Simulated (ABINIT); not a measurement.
Te2Mo:

```
Te Mo
1.0
     3.51820    0.00000    0.00000
    -1.75910    3.04685    0.00000
     0.00000    0.00000   13.97360
Te Mo
4 2
Direct
  0.66667 0.33333 0.37900
  0.33333 0.66667 0.87900
  0.66667 0.33333 0.12100
  0.33333 0.66667 0.62100
  0.66667 0.33333 0.75000
  0.33333 0.66667 0.25000
```

Base run:

| Quantity | Value |
| --- | --- |
| Program | ABINIT 10.8.3 (patched build) |
| Functional | PBE |
| Potentials or basis | JTH PAW PBE v2.0 |
| Cutoff | 408 eV |
| k mesh | 9 × 9 × 2 |
| Occupations | fermi-dirac, width 0.05 eV |
| Spin | no spin polarisation |

Its results: band gap on the k mesh 0.74 eV, indirect (least direct gap 1.04 eV); pressure 3.8 GPa; largest force 0.299 eV/Å.

Question: After a change of settings the same cell gave: band gap on the k mesh 0.80 eV, indirect (least direct gap 1.25 eV); pressure 3.8 GPa; largest force 0.300 eV/Å. Which change was it?
A. k mesh from 9 × 9 × 2 to 7 × 7 × 2
B. functional from PBE to PBEsol; k mesh from 9 × 9 × 2 to 7 × 7 × 2
C. functional from PBE to PBEsol
D. functional from PBE to LDA; potentials or basis from JTH PAW PBE v2.0 to JTH PAW LDA v2.0

Answer: A.

Caveats: spin-orbit coupling is left out, which moves the levels of the heavy elements; an odd mesh through Γ misses points on the zone boundary, where band edges often lie; this functional lacks dispersion, which binds the layers, so the pressure and a relaxed spacing across them are unreliable.

Not every run made on this cell is shown here.
